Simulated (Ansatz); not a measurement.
Ge:

```
Ge
1.0
     0.00000    2.82891    2.82891
     2.82891    0.00000    2.82891
     2.82891    2.82891    0.00000
Ge
2
Direct
  0.75000 0.75000 0.75000
  0.50000 0.50000 0.50000
```

Base run:

| Property | Result |
| --- | --- |
| Program | Ansatz 0.2.0 |
| Functional | PBEsol |
| Potentials or basis | all-electron LAPW, scalar-relativistic |
| Cutoff | 317 eV |
| Density cutoff | 1266 eV |
| Basis error allowed | 0.001 eV/atom |
| k mesh | 8 × 8 × 8 |
| Occupations | fermi-dirac, width 0.05 eV |
| Spin | no spin polarisation |

Its results: pressure 0.6 GPa.

**Question.** The run is repeated on the same cell with these changes: functional from PBEsol to RPBE. What comes out?

**Answer.** Pressure 5.4 GPa.

RPBE binds less tightly than PBEsol, so the same cell stands under more pressure.

Not every run made on this cell is shown here.
